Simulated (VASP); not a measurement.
A run of VASP 6.6.1 is set up as follows.

File INCAR:

```
SYSTEM = K
PREC = Accurate ; ENCUT = 520
EDIFF = 1E-7 ; ISMEAR = 0
SIGMA = 0.05 ; LREAL = .False.
LASPH = .True. ; NELM = 60
ALGO = Normal ; ISIF = 2
LWAVE = .False. ; LCHARG = .True.
GGA = RP ; LELF = .True.
LVHAR = .True.
```

KPOINTS

```
Automatic mesh
0
Gamma
  7 7 7
  0 0 0
```

Contents of POSCAR:

```
K
1.0
   -2.6975585167      2.6975585167      2.6975585167
    2.6975585167     -2.6975585167      2.6975585167
    2.6975585167      2.6975585167     -2.6975585167
K
1
Direct
    0.0000000000      0.0000000000      0.0000000000
```

Potentials or basis: VASP PAW PBE potentials, release 54 (K_sv).

Command:

```sh
$ cat potpaw_PBE.54/K_sv/POTCAR > POTCAR
$ mpirun -np 1 vasp_std > vasp.out
```

Question: What does it give for the band gap on the k mesh?

Answer: None (metal or under the smearing width).

Question: Estimate the pressure.

Answer: 0.1 GPa.

Caveat: the PAW data sets were made with another functional, which shifts forces and pressure a little.
